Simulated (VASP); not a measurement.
# GaP (F-43m) in VASP: settings compared

The runs below take GaP through single point, relaxation of cell and atoms, with LDA, PBE.

All numbers are computed with VASP 6.6.1; they aren't measurements. Logs are shortened: lines on timing, memory, paths and dates and some standing lists are left out, and cuts for length are marked.

**Measured values to compare with.**

“Stacking defects in GaP nanowires: Electronic structure and optical properties”, 2018, arxiv:1810.01194 quotes, for a bulk crystal of GaP at 10 K: band gap 2.34 eV (indirect).

How close the calculation comes is told below.

## 1. The structure

It takes space group F-43m (No. 216, cubic). Conventional cell: a = 5.451 Å, b = 5.451 Å, c = 5.451 Å, α = 90.00°, β = 90.00°, γ = 90.00°. Ga (site symmetry -43m) has 4 P at 2.36 Å as nearest neighbours. P (site symmetry -43m) has 4 Ga at 2.36 Å as nearest neighbours.

## 2. Single point, LDA (grid = ENCUT=400 dk=1.6 cell=3x3x3 ISMEAR=0 SIGMA=0.05 LREAL=Auto EDIFF=1e-06)

INCAR

```
PREC     = Accurate       # precision mode
ENCUT    = 400            # plane-wave cutoff, eV
EDIFF    = 1E-6           # SCF threshold, eV
ISMEAR   = 0              # smearing method
SIGMA    = 0.05           # smearing width, eV
LREAL    = Auto         
LASPH    = T              # aspherical terms in the spheres
NELM     = 120            # most SCF steps
ALGO     = Fast           # electronic algorithm
ISIF     = 2              # what is computed and relaxed
LWAVE    = F              # write WAVECAR
LCHARG   = F              # write CHGCAR
GGA      = CA             # functional
NBANDS   = 261            # bands
NCORE    = 2            
KPAR     = 1
```

KPOINTS

```
regular mesh
0
Gamma
  1 1 1
```

POSCAR

```
GaP
1.0
    0.0000000000      8.1757500000      8.1757500000
    8.1757500000      0.0000000000      8.1757500000
    8.1757500000      8.1757500000      0.0000000000
P Ga
27 27
Direct
    0.0000000000      0.0000000000      0.0000000000
    0.2500000000      0.2500000000      0.2500000000
    0.2500000000      0.2500000000      0.5833333333
    0.2500000000      0.2500000000      0.9166666667
    0.2500000000      0.5833333333      0.2500000000
    0.2500000000      0.5833333333      0.5833333333
    0.2500000000      0.5833333333      0.9166666667
    0.2500000000      0.9166666667      0.2500000000
    0.2500000000      0.9166666667      0.5833333333
    0.5833333333      0.2500000000      0.2500000000
    0.5833333333      0.2500000000      0.5833333333
    0.5833333333      0.2500000000      0.9166666667
    0.5833333333      0.5833333333      0.2500000000
    0.5833333333      0.5833333333      0.5833333333
    0.5833333333      0.5833333333      0.9166666667
    0.5833333333      0.9166666667      0.2500000000
    0.5833333333      0.9166666667      0.5833333333
    0.5833333333      0.9166666667      0.9166666667
    0.9166666667      0.2500000000      0.2500000000
    0.9166666667      0.2500000000      0.5833333333
    0.9166666667      0.2500000000      0.9166666667
    0.9166666667      0.5833333333      0.2500000000
    0.9166666667      0.5833333333      0.5833333333
    0.9166666667      0.5833333333      0.9166666667
    0.9166666667      0.9166666667      0.2500000000
    0.9166666667      0.9166666667      0.5833333333
    0.9166666667      0.9166666667      0.9166666667
    0.0000000000      0.0000000000      0.3333333333
    0.0000000000      0.0000000000      0.6666666667
    0.0000000000      0.3333333333      0.0000000000
    0.0000000000      0.3333333333      0.3333333333
    0.0000000000      0.3333333333      0.6666666667
    0.0000000000      0.6666666667      0.0000000000
    0.0000000000      0.6666666667      0.3333333333
    0.0000000000      0.6666666667      0.6666666667
    0.3333333333      0.0000000000      0.0000000000
    0.3333333333      0.0000000000      0.3333333333
    0.3333333333      0.0000000000      0.6666666667
    0.3333333333      0.3333333333      0.0000000000
    0.3333333333      0.3333333333      0.3333333333
    0.3333333333      0.3333333333      0.6666666667
    0.3333333333      0.6666666667      0.0000000000
    0.3333333333      0.6666666667      0.3333333333
    0.3333333333      0.6666666667      0.6666666667
    0.6666666667      0.0000000000      0.0000000000
    0.6666666667      0.0000000000      0.3333333333
    0.6666666667      0.0000000000      0.6666666667
    0.6666666667      0.3333333333      0.0000000000
    0.6666666667      0.3333333333      0.3333333333
    0.6666666667      0.3333333333      0.6666666667
    0.6666666667      0.6666666667      0.0000000000
    0.6666666667      0.6666666667      0.3333333333
    0.6666666667      0.6666666667      0.6666666667
    0.2500000000      0.9166666667      0.9166666667
```

Potentials or basis: VASP PAW LDA potentials, release 64 (P, Ga_d).

Run with:

```console
cat potpaw_LDA.64/P/POTCAR potpaw_LDA.64/Ga_d/POTCAR > POTCAR
mpirun -np 4 vasp_std > vasp.out
```

OUTCAR:

```text
PREC = Accurate
   ENCUT = 400
   EDIFF = 1E-6
   ISMEAR = 0
   LREAL = Auto
   LASPH = T
   NELM = 120
   ISIF = 2
   GGA = CA

 Found      1 irreducible k-points:

 Following reciprocal coordinates:
            Coordinates               Weight
  0.000000  0.000000  0.000000      1.000000
   k-points           NKPTS =      1   k-points in BZ     NKDIM =      1   number of bands    NBANDS=    262
   number of dos      NEDOS =    301   number of ions     NIONS =     54
   total plane-waves  NPLWV = 512000
   dimension x,y,z NGX =    80 NGY =   80 NGZ =   80
   dimension x,y,z NGXF=   160 NGYF=  160 NGZF=  160
   ions per type =              27  27
   NGX,Y,Z   is equivalent  to a cutoff of  11.50, 11.50, 11.50 a.u.
   NGXF,Y,Z  is equivalent  to a cutoff of  23.01, 23.01, 23.01 a.u.
 SYSTEM =  unknown system
   PREC   = accura    normal or accurate (medium, high low for compatibility)
   ISTART =      0    job   : 0-new  1-cont  2-samecut
   ICHARG =      2    charge: 1-file 2-atom 10-const
   ISPIN  =      1    spin polarized calculation?
   LNONCOLLINEAR =      F non collinear calculations
   LSORBIT =      F    spin-orbit coupling
   LASPH  =      T    aspherical Exc in radial PAW
   ENCUT  =  400.0 eV  29.40 Ry    5.42 a.u.  18.86 18.86 18.86*2*pi/ulx,y,z
   NELM   =    120;   NELMIN=  2; NELMDL= -5     # of ELM steps
   EDIFF  = 0.1E-05   stopping-criterion for ELM
   LREAL  =      T    real-space projection
   EDIFFG = 0.1E-04   stopping-criterion for IOM
   NSW    =      0    number of steps for IOM
   IBRION =     -1    ionic relax: 0-MD 1-quasi-New 2-CG
   NFREE  =      0    steps in history (QN), initial steepest desc. (CG)
   ISIF   =      2    stress and relaxation
   ISYM   =      2    0-nonsym 1-usesym 2-fastsym
   POTIM  = 0.5000    time-step for ionic-motion
   TEBEG  =    0.0;   TEEND  =   0.0 temperature during run
   PSTRESS=    0.0 pullay stress
   NELECT =     486.0000    total number of electrons
   NUPDOWN=      -1.0000    fix difference up-down
   EMIN   =  10.00;   EMAX   =-10.00  energy-range for DOS
   EFERMI =   0.00;   METHOD = LEGACY
   ISMEAR =     0;   SIGMA  =   0.05  broadening in eV -4-tet -1-fermi 0-gaus
   EFERMI_NEDOS =   21; number of points for ismear=-14 and -15
   IALGO  =     68    algorithm
   IMIX   =      4    mixing-type and parameters
     AMIX     =   0.40;   BMIX     =  1.00
     AMIX_MAG =   1.60;   BMIX_MAG =  1.00
  volume/ion in A,a.u.               =      20.24       136.59
  Fermi-wavevector in a.u.,A,eV,Ry     =   1.249538  2.361284 21.243377  1.561344
  Thomas-Fermi vector in A             =   2.383574
   LORBIT       =      0    0 simple, 1 ext, 2 COOP (PROOUT), +10 PAW based schemes
   GGA     = CA    functional components
   LHFCALC =     F    Hartree Fock is set to
   AEXX    =    0.0000 exact exchange contribution
   IVDW    =     0    specifies the selected vdW correction
   LEPSILON=     F    determine dielectric tensor
   LRPA    =     F    only Hartree local field effects (RPA)
 non-spin polarized calculation
 RMM-DIIS sequential band-by-band and
 Gauss-broadening in eV      SIGMA  =   0.05
  energy-cutoff  :      400.00
  volume of cell :     1092.98
 maximum number of plane-waves:     19795
 NGX is ok and might be reduce to    80

 number of electron     486.0000001 magnetization

 Free energy of the ion-electron system (eV)
  ---------------------------------------------------
  ext. energy  EPLUGINS =         0.00000000
  ---------------------------------------------------
  free energy    TOTEN  =      -264.41967917 eV

  energy without entropy =     -264.34443797  energy(sigma->0) =     -264.38205857

 E-fermi :   5.1165     XC(G=0): -10.1364

 val. band max:        5.1118675868   @ k =   0.0000   0.0000   0.0000
 cond. band min:       5.8670950105   @ k =   0.0000   0.0000   0.0000
 fundamental gap:      0.7552274237
 Fermi energy:         5.1164864973

 k-point     1 :       0.0000    0.0000    0.0000
  band No.  band energies     occupation
      1     -10.3484      2.00000
      2     -10.3471      2.00000
      3     -10.3471      2.00000
      4     -10.3293      2.00000
      5     -10.3269      2.00000
      6     -10.3269      2.00000
[... 247 lines left out ...]
    254       6.2952      0.00000
    255       6.3036      0.00000
 [bands above 255 left out]

------------------------ aborting loop because EDIFF is reached ----------------------------------------

  FORCE on cell =-STRESS in cart. coord.  units (eV):
  Direction    XX          YY          ZZ          XY          YZ          ZX
  --------------------------------------------------------------------------------------
  -------------------------------------------------------------------------------------
  Total       -6.1956938     -6.1956938     -6.1956938      0.4582011     -0.4582011      0.4582011
  in kB       -9.0821302     -9.0821302     -9.0821302      0.6716668     -0.6716668      0.6716668
  external PRESSURE =      -9.0821302 kB  Pullay stress =       0.0000000 kB

 VOLUME and BASIS-vectors are now :
 -----------------------------------------------------------------------------
  energy-cutoff  :      400.00
  volume of cell :     1092.98
      direct lattice vectors                 reciprocal lattice vectors
     0.000000000  8.175750000  8.175750000    -0.061156469  0.061156469  0.061156469
     8.175750000  0.000000000  8.175750000     0.061156469 -0.061156469  0.061156469
     8.175750000  8.175750000  0.000000000     0.061156469  0.061156469 -0.061156469

 POSITION                                       TOTAL-FORCE (eV/Angst)
 -----------------------------------------------------------------------------------
      0.00000      0.00000      0.00000         0.537786     -0.537786     -0.537786
      4.08788      4.08788      4.08788        -0.007509      0.007509      0.007509
      6.81312      6.81312      4.08788         0.033183     -0.113062      0.083257
      9.53838      9.53838      4.08788         0.113062     -0.033183      0.083257
      6.81312      4.08788      6.81312         0.033183      0.083257     -0.113062
      9.53837      6.81312      6.81312        -0.001370      0.001370      0.001370
[... 46 lines left out ...]
     10.90100     10.90100     10.90100         0.016238      0.037569      0.037569
     14.98888      9.53838      9.53838         0.183919     -0.183919     -0.183919
 -----------------------------------------------------------------------------------
    total drift:                                0.000692     -0.000680     -0.000680

  FREE ENERGIE OF THE ION-ELECTRON SYSTEM (eV)
  ---------------------------------------------------
  free  energy   TOTEN  =      -264.4196791719 eV

  energy  without entropy=     -264.3444379663  energy(sigma->0) =     -264.38205857
```

Run time: 3.6 min. Hardware: 4 MPI ranks of Intel Xeon Platinum 8559C (Emerald Rapids), shared host; peak memory 0.34 GiB.

The run converged, but some of its settings lie outside the range that counts as converged, so its numbers aren't taken as properties of the crystal.

Results:

* Free energy: -264.4197 eV
* Pressure: -0.9 GPa
* Largest force: 0.931 eV/Å
* Band gap on the k mesh: 0.76 eV, direct

## 3. Single point, PBE

This run uses another cell than the first one: it holds 2 atoms, not 54.

INCAR

```
PREC = Accurate ; ENCUT = 520
EDIFF = 1E-7 ; ISMEAR = 0
SIGMA = 0.011 ; LREAL = F
LASPH = T ; NELM = 100
ALGO = Normal ; ISIF = 2
LWAVE = F ; LCHARG = F
GGA = PE ; NBANDS = 16
```

KPOINTS

```
regular mesh
0
Gamma
  8 8 8
```

POSCAR

```
GaP
1.0
    0.0000000000      2.7252500000      2.7252500000
    2.7252500000      0.0000000000      2.7252500000
    2.7252500000      2.7252500000      0.0000000000
Ga P
1 1
Direct
    0.0000000000      0.0000000000      0.0000000000
    0.7500000000      0.7500000000      0.7500000000
```

Potentials or basis: VASP PAW PBE potentials, release 64 (Ga_d, P).

Run with:

```console
cat potpaw_PBE.64/Ga_d/POTCAR potpaw_PBE.64/P/POTCAR > POTCAR
mpirun -np 1 vasp_std > vasp.out
```

Wall time 15 s (1 thread of Intel Xeon Platinum 8488C (Sapphire Rapids), shared host); peak memory 0.16 GiB.

Results (log left out):

| Item | Value |
| --- | --- |
| Free energy | -9.1161 eV |
| Pressure | 2.5 GPa |
| Band gap on the k mesh | 1.64 eV, indirect (least direct gap 1.83 eV) |

Levels at points of the mesh, in eV from the valence-band top:
| k point | band 6 | band 7 | band 8 | band 9 | band 10 | band 11 | band 12 | band 13 |
| --- | --- | --- | --- | --- | --- | --- | --- | --- |
| (0.00, 0.00, 0.00) | -12.49 | 0.00 | 0.00 | 0.00 | 1.83 | 3.89 | 3.89 | 3.89 |
| (0.50, 0.00, 0.00) | -10.43 | -6.63 | -1.12 | -1.12 | 1.67 | 4.72 | 4.72 | 8.29 |
| (0.50, 0.50, 0.00) | -9.53 | -6.75 | -2.68 | -2.68 | 1.65 | 1.82 | 10.60 | 10.60 |

## 4. Relaxation of cell and atoms, PBE

This run uses another cell than the first one: it holds 2 atoms, not 54.

INCAR

```
SYSTEM = GaP
ALGO     = Fast           ! electronic algorithm
EDIFF    = 1E-6           ! SCF threshold, eV
EDIFFG   = -0.01          ! ionic threshold
ENCUT    = 600            ! plane-wave cutoff, eV
GGA      = PE             ! functional
IBRION   = 2              ! ionic algorithm
ISIF     = 3              ! what is computed and relaxed
ISMEAR   = -1             ! smearing method
LASPH    = .True.         ! aspherical terms in the spheres
LCHARG   = .False.        ! write CHGCAR
LREAL    = .False.        ! projectors in reciprocal space
LWAVE    = .False.        ! write WAVECAR
NELM     = 60             ! most SCF steps
NSW      = 60             ! ionic steps
PREC     = Accurate       ! precision mode
SIGMA    = 0.05           ! smearing width, eV
```

KPOINTS

```
k-points
0
Gamma
  8 8 8
  0 0 0
```

POSCAR is that of step 3.

Run with:

```console
cat potpaw_PBE.64/Ga_d/POTCAR potpaw_PBE.64/P/POTCAR > POTCAR
mpirun -np 1 vasp_std > vasp.out
```

Run time: 27 s. Hardware: 1 thread of Intel Xeon Platinum 8488C (Sapphire Rapids), shared host; peak memory 0.19 GiB.

It converged, with:

```yaml
Free_energy: -9.1253 eV
Relaxed_volume: 20.86 Å³/atom
Relaxed_cell: a = 3.893 Å, b = 3.893 Å, c = 3.893 Å, α = 60.00°, β = 60.00°, γ = 60.00°
Space_group_after_relaxing_to_0.05_Å: F-43m (No. 216)
Energy_gained_by_relaxing: 4.6 meV/atom
Ionic_steps: 3
Pressure_after_relaxing: 0.0 GPa
Band_gap_on_the_k_mesh: 1.58 eV, direct
```

Step by step:
```tsv
step	energy change (eV)	largest force (eV/Å)	pressure (GPa)	volume (Å³)
1	0.0000	0.0000	2.43	40.48
2	-0.0073	0.0000	-0.99	42.30
3	-0.0092	0.0000	-0.01	41.72
```

Final structure:
```xyz
2
Lattice="0.0000 2.7528 2.7528 2.7528 0.0000 2.7528 2.7528 2.7528 0.0000" Properties=species:S:1:pos:R:3 pbc="T T T"
Ga    0.0000    0.0000    0.0000
P     4.1292    4.1292    4.1292
```

Levels at points of the mesh, in eV from the valence-band top:
```tsv
k point	band 5	band 6	band 7	band 8	band 9	band 10	band 11	band 12	band 13
(0.00, 0.00, 0.00)	-14.41	-12.27	0.00	0.00	0.00	1.58	3.90	3.90	3.90
(0.50, 0.00, 0.00)	-14.41	-10.30	-6.46	-1.07	-1.07	1.58	4.73	4.73	8.23
(0.50, 0.50, 0.00)	-14.39	-9.44	-6.61	-2.58	-2.58	1.72	1.85	10.37	10.38
```

A k mesh can miss the band edges. PBE usually gives volumes a little too large and moduli too small.

## 5. The reference run

An earlier run on the cell as given: functional PBE; potentials or basis VASP PAW PBE potentials, release 64 (Ga_d, P); cutoff 520 eV; k mesh 8 × 8 × 8; occupations fermi-dirac, width 0.05 eV; no spin polarisation.

- Pressure: 2.5 GPa
- Band gap on the k mesh: 1.64 eV, indirect (least direct gap 1.83 eV)

## 6. The runs side by side

| task | cell | cutoff (eV) | smearing | gap on the mesh (eV) | pressure (GPa) |
| --- | --- | --- | --- | --- | --- |
| single point | as given | 520 | gaussian 0.011 eV | 1.64 | 2.5 |
| relaxation of cell and atoms | relaxed | 600 | fermi-dirac 0.05 eV | 1.58 | 0.0 |
| single point | as given | 520 | fermi-dirac 0.05 eV | 1.64 | 2.5 |

Alike in all rows: level PBE; potentials or basis VASP PAW PBE potentials, release 64 (Ga_d, P); no spin polarisation; k mesh 8 × 8 × 8.

Absolute energies hang on the potentials; compare differences alone.

## 7. How close it comes

Step 3. Measured gap of GaP: 2.34 eV (indirect; 10 K; quoted in “Stacking defects in GaP nanowires: Electronic structure and optical properties”, 2018, arxiv:1810.01194). This calculation gives 1.64 eV (-0.70 eV). Spin-orbit coupling on Ga is left out. The value is that of PBE on a finite k mesh, which can miss the band edges, without temperature or zero-point motion. Semilocal functionals fall short of measured gaps as a rule.
